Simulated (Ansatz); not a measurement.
Crystal: BaTiO3.

```xyz
10
Lattice="4.5339 -2.9380 -2.8445 -4.1792 -2.1732 2.5787 -4.6762 2.6714 -2.7780" Properties=species:S:1:pos:R:3 pbc="T T T"
Ba    0.0840   -2.6676   -2.9251
Ba    0.3596   -5.0980   -0.2695
Ti   -2.2602   -0.0254   -2.8155
Ti   -2.0304   -2.4394   -0.1341
O     0.1677   -2.5637   -0.1876
O    -0.0743   -0.1457   -2.8591
O    -2.1593   -1.1997   -1.5176
O    -6.5741   -0.9440   -1.6257
O    -2.3575    1.3116   -1.4278
O    -2.0878   -1.1006    1.2786
```

```yaml
Program: Ansatz 0.2.0
Task: relaxation of cell and atoms
Functional: RPBE
Potentials_or_basis: Ansatz PAW
Cutoff: "420 eV (not typed: the program's choice for these potentials)"
k_mesh: 7 × 7 × 6
Occupations: fermi-dirac, width 0.05 eV
Spin: no spin polarisation
```

At the start: volume 12.63 Å³/atom.

Q: How do energy, volume and symmetry change on relaxing?

A: It ends after 16 steps and the volume is 14.11 Å³/atom (+11.7 %); space group Amm2 (No. 38, to 0.05 Å).

The path:
```csv
step,energy change (eV),largest force (eV/Å),volume (Å³)
1,0.0000,1.0304,126.34
2,-1.5619,0.5582,131.66
3,-2.6614,0.5042,129.86
4,-3.2218,0.5132,133.17
5,-3.3148,0.2927,136.79
6,-3.3159,0.1791,140.03
7,-3.3234,0.0069,139.17
8,-3.5347,0.0079,139.17
9,-3.5675,0.0240,141.07
10,-3.5678,0.0088,141.11
11,-3.5761,0.0087,141.11
12,-3.5767,0.0024,141.15
13,-3.5770,0.0023,141.15
14,-3.5774,0.0137,141.03
15,-3.5773,0.0003,141.08
16,-3.5770,0.0002,141.08
```

Final structure:
```xyz
10
Lattice="4.1930 -2.9503 -2.9541 -4.2150 -2.8316 2.7907 -4.2342 2.7662 -2.8272" Properties=species:S:1:pos:R:3 pbc="T T T"
Ba    0.0491   -2.9287   -2.9226
Ba    0.0587   -5.7276   -0.1137
Ti   -1.9782   -0.0015   -2.7979
Ti   -1.9686   -2.8004    0.0111
O    -0.1473   -2.9077   -0.1022
O    -0.1569   -0.1089   -2.9111
O    -2.2022   -1.5599   -1.5511
O    -6.4268   -1.5926   -1.5693
O    -2.1422    1.2899   -1.5107
O    -2.1326   -1.5090    1.2983
```

Caveat: the plane-wave basis is chosen anew once the cell has moved, so the energies of steps on either side of that aren't comparable; the pressure holds a Pulay correction of +0.4 GPa for the finite cutoff; the volume moved by +12 % from the deposited cell, more than functionals usually miss; the PAW data sets come from PBE, with cores solved anew for the run's functional, which leaves a small shift of forces and pressure.
